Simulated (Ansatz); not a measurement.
# Rh(110) / 3 layers Pt(110) / Rh(110): resistance against film thickness, part 2 of 2

Aim: what a thin film of another metal adds to the resistance, first Rh(110) / 3 layers Pt(110) / Rh(110).

Ansatz 0.2.0; Ansatz plane-wave DFT, PBEsol, PAW files; ballistic transport by layer matching (Landauer), zero bias; PAW set soft_1 (the session's first sound run).

So far. Step 5 (With 8 layers, k-mesh 14×10×1, film layers 8): The conductance of the junction is 1.3e15 S/m², 3.4 % under the 1.4e15 S/m² of the last finished run, within the error estimates, leads' steps apart, of 3.5 and 4.2 %.

### Step 6. With 10 layers, k-mesh 14×10×1, film layers 10

The stack now holds 10 film layers; the k-mesh follows the cell, and the energies span -0.27 to 0.27 eV.

System of this step: Rh(110) / 10 layers Pt(110) / Rh(110). The cell holds 22 atoms: 12 Rh and 10 Pt. Its edges and angles: a = 2.689 Å, b = 3.803 Å, c = 30.880 Å, α = 90.0°, β = 90.0°, γ = 90.0°. It derives from Rh and Pt. Regions: lead, 12 atoms (12 Rh); films, 10 atoms (10 Pt). The structure is stacked along c, and the current runs across the ab planes.

Contents of input.yaml:

```yaml
crystal:
  lattice:
    - [2.6891977995, 0.0, 0.0]
    - [0.0, 3.8031, 0.0]
    - [0.0, 0.0, 30.8798834791]
  atoms:
    - { symbol: Rh, position: [0.0, 0.0, 0.0217714374] }
    - { symbol: Rh, position: [0.5, 0.5, 0.0653143122] }
    - { symbol: Rh, position: [0.0, 0.0, 0.108857187] }
    - { symbol: Rh, position: [0.5, 0.5, 0.1524000618] }
    - { symbol: Rh, position: [0.0, 0.0, 0.1959429365] }
    - { symbol: Rh, position: [0.5, 0.5, 0.2394858113] }
    - { symbol: Pt, position: [0.0, 0.0, 0.2851315238] }
    - { symbol: Pt, position: [0.5, 0.5, 0.3328800741] }
    - { symbol: Pt, position: [0.0, 0.0, 0.3806286244] }
    - { symbol: Pt, position: [0.5, 0.5, 0.4283771746] }
    - { symbol: Pt, position: [0.0, 0.0, 0.4761257249] }
    - { symbol: Pt, position: [0.5, 0.5, 0.5238742751] }
    - { symbol: Pt, position: [0.0, 0.0, 0.5716228254] }
    - { symbol: Pt, position: [0.5, 0.5, 0.6193713756] }
    - { symbol: Pt, position: [0.0, 0.0, 0.6671199259] }
    - { symbol: Pt, position: [0.5, 0.5, 0.7148684762] }
    - { symbol: Rh, position: [0.0, 0.0, 0.7605141887] }
    - { symbol: Rh, position: [0.5, 0.5, 0.8040570635] }
    - { symbol: Rh, position: [0.0, 0.0, 0.8475999382] }
    - { symbol: Rh, position: [0.5, 0.5, 0.891142813] }
    - { symbol: Rh, position: [0.0, 0.0, 0.9346856878] }
    - { symbol: Rh, position: [0.5, 0.5, 0.9782285626] }
kpoints:
  mp_grid: { grid: [14, 10, 1] }
hamiltonian:
  xc: pbesol
  pseudopotentials: { kind: paw, azcp: { folder: soft_1 }, xc_functional: pbe }
scf:
  occupations: { method: fermi_dirac, width: 0.1 }
output:
  transmission:
    leads: [[0, 1]]
    kmesh: [28, 20]
    e_range: [-0.27, 0.27]
    de: 0.036
  write_potential: true
  write_density: true
  volumetric_format: npy
```

Started as:

```console
ansatz run input.yaml --threads 4 --pin off --max-ram 8192MiB --backend cpu --events-out ev --progress --plain --runs-dir out
```

The job ended after 7.3 min (4 threads of Intel Xeon Platinum 8375C at 2.90GHz (Ice Lake), shared host; peak memory 3.2 GiB).

Numbers from this step:

```
free energy                                                                : -199919.7101 eV
energy at zero smearing                                                    : -199919.1922 eV
Fermi energy                                                               : 22.73 eV
step of the lead's potential                                               : 6.5 meV
ballistic conductance of the lead                                          : 2.29e15 S/m²
estimated errors of the lead's conductance                                 : 0, 3.5, 0.4 % (band edges, k-mesh, distance from neutral)
lead conductance per cell                                                  : 3.027 G₀
conductance of the junction                                                : 1.30e15 S/m²
junction conductance per cell                                              : 1.712 G₀
estimated errors of the junction's conductance                             : 0.4, 0.1, 3.7, 2.8, 0.1 % (energy step, band edges, k-mesh, leads' steps, distance from neutral)
area resistance that the stack adds (contact term taken off, spin by spin) : 0.3352 fΩ m²
```

Per spin. Table of transmission, zone mean by energy, zero at the Fermi level:

```csv
energy (eV),"transmission, zone mean"
-0.270,1.72
-0.234,1.71
-0.198,1.73
-0.162,1.73
-0.126,1.74
-0.090,1.76
-0.054,1.70
-0.018,1.70
0.018,1.72
0.054,1.71
0.090,1.70
0.126,1.63
0.162,1.60
0.198,1.59
0.234,1.55
0.270,1.47
```

The conductance of the junction is 1.3e15 S/m², 2.0 % under the 1.3e15 S/m² of the last finished run, within the error estimates, leads' steps apart, of 4.2 and 3.7 %.

### Step 7. All levels side by side

Times are for 4 threads of Intel Xeon Platinum 8375C at 2.90GHz (Ice Lake), shared host. Results by setting:

```csv
no.,film layers,"area resistance that the stack adds (contact term taken off, spin by spin) (fΩ m²)",conductance of the junction (S/m²),time,memory (GiB)
1,3,0.2056,1.56e15,11 min,2.6
2,5,0.2718,1.41e15,5.5 min,2.2
3,6,0.2933,1.37e15,6.5 min,2.2
4,8,0.3208,1.32e15,7.7 min,2.7
5,10,0.3352,1.30e15,7.3 min,3.2
```

### Step 8. With 5 layers

A repeat with a changed input, to see how far the result depends on it.

This step: Ansatz plane-wave DFT, PBEsol, PAW files; ballistic transport by layer matching (Landauer), zero bias; changed: output.transmission.e_range = [-3, 3], output.transmission.de = 0.035; PAW set soft_1 (Ansatz 0.2.0).

System of this step: Rh(110) / 5 layers Pt(110) / Rh(110). The cell holds 18 atoms: 13 Rh and 5 Pt. Its edges and angles: a = 2.689 Å, b = 3.803 Å, c = 24.852 Å, α = 90.0°, β = 90.0°, γ = 90.0°. It derives from Rh and Pt. Regions: lead, 13 atoms (13 Rh); films, 5 atoms (5 Pt). The structure is stacked along c, and the current runs across the ab planes.

Contents of input.yaml:

```yaml
crystal:
  lattice:
    - [2.6891977995, 0.0, 0.0]
    - [0.0, 3.8031, 0.0]
    - [0.0, 0.0, 24.8521340379]
  atoms:
    - { symbol: Rh, position: [0.0, 0.0, 0.0270519807] }
    - { symbol: Rh, position: [0.5, 0.5, 0.081155942] }
    - { symbol: Rh, position: [0.0, 0.0, 0.1352599034] }
    - { symbol: Rh, position: [0.5, 0.5, 0.1893638648] }
    - { symbol: Rh, position: [0.0, 0.0, 0.2434678261] }
    - { symbol: Rh, position: [0.5, 0.5, 0.2975717875] }
    - { symbol: Pt, position: [0.0, 0.0, 0.3542886184] }
    - { symbol: Pt, position: [0.5, 0.5, 0.4136183189] }
    - { symbol: Pt, position: [0.0, 0.0, 0.4729480193] }
    - { symbol: Pt, position: [0.5, 0.5, 0.5322777198] }
    - { symbol: Pt, position: [0.0, 0.0, 0.5916074202] }
    - { symbol: Rh, position: [0.5, 0.5, 0.6483242511] }
    - { symbol: Rh, position: [0.0, 0.0, 0.7024282125] }
    - { symbol: Rh, position: [0.5, 0.5, 0.7565321739] }
    - { symbol: Rh, position: [0.0, 0.0, 0.8106361352] }
    - { symbol: Rh, position: [0.5, 0.5, 0.8647400966] }
    - { symbol: Rh, position: [0.0, 0.0, 0.918844058] }
    - { symbol: Rh, position: [0.5, 0.5, 0.9729480193] }
kpoints:
  mp_grid: { grid: [14, 10, 1] }
hamiltonian:
  xc: pbesol
  pseudopotentials: { kind: paw, azcp: { folder: soft_1 }, xc_functional: pbe }
scf:
  occupations: { method: fermi_dirac, width: 0.1 }
output:
  transmission: { leads: [[0, 1]], kmesh: [28, 20], e_range: [-3, 3], de: 0.035 }
  write_potential: true
  write_density: true
  volumetric_format: npy
```

Run time: 35 min. Hardware: 4 threads; peak memory 2.2 GiB; 2.2 h of CPU time.

Numbers from this step:

```
free energy                                                                : -144331.5897 eV
energy at zero smearing                                                    : -144331.1703 eV
Fermi energy                                                               : 22.55 eV
step of the lead's potential                                               : 8 meV
estimated errors of the lead's conductance                                 : 0, 3.5, 0.6 % (band edges, k-mesh, distance from neutral)
lead conductance per cell                                                  : 3.020 G₀
conductance of the junction                                                : 1.41e15 S/m²
junction conductance per cell                                              : 1.862 G₀
estimated errors of the junction's conductance                             : 0.3, 0.1, 3.2, 2.7, 0.2 % (energy step, band edges, k-mesh, leads' steps, distance from neutral)
area resistance that the stack adds (contact term taken off, spin by spin) : 0.2719 fΩ m²
```

Per spin. Table of transmission, zone mean by energy, zero at the Fermi level:

| energy (eV) | transmission, zone mean |
| --- | --- |
| -3.0000 | 1.45 |
| -2.7550 | 1.75 |
| -2.5100 | 1.70 |
| -2.2650 | 1.81 |
| -2.1250 | 2.01 |
| -1.9850 | 1.93 |
| -1.7400 | 1.79 |
| -1.4950 | 1.97 |
| -1.3550 | 2.03 |
| -1.2500 | 1.99 |
| -1.0050 | 1.85 |
| -0.7600 | 1.89 |
| -0.5150 | 1.90 |
| -0.2350 | 1.89 |
| 0.0100 | 1.86 |
| 0.2550 | 1.70 |
| 0.5000 | 1.28 |
| 0.7450 | 0.999 |
| 0.9900 | 0.942 |
| 1.2350 | 0.999 |
| 1.5150 | 1.03 |
| 1.7600 | 1.08 |
| 2.0050 | 1.11 |
| 2.2500 | 1.14 |
| 2.4950 | 1.16 |
| 2.7400 | 1.19 |

The conductance of the junction is unchanged within 0.05 %.

### Step 9. What came out

| Property | Result |
| --- | --- |
| area resistance, 3 layers | 0.206 fΩ m² |
| area resistance, 5 layers | 0.272 fΩ m² |
| area resistance, 6 layers | 0.293 fΩ m² |
| area resistance, 8 layers | 0.321 fΩ m² |
| area resistance, 10 layers | 0.335 fΩ m² |

The stack adds 0.21 fΩ m² with 3 layers and 0.34 fΩ m² with 10. From 5 to 10 layers it grows by 23 %, though no single step exceeds the two runs' error estimates together; nothing scatters inside a perfect film, so this is no ohmic growth. Atoms sit on ideal sites and aren't relaxed. Spin-orbit coupling is left out, which matters for Pt. Pt(110) is compressed by 3.0 % in plane to fit Rh(110), at its own atomic volume.

[Logs are printed without paths, hosts, clocks, repeated set-up lines and the standing remarks that a program may print on its own settings, such as how far it seeks lower states.]

[Hosts, paths, dates, database ids (printed as entryN), source tags and the programs' standing remarks are cut or masked in the printed files.]
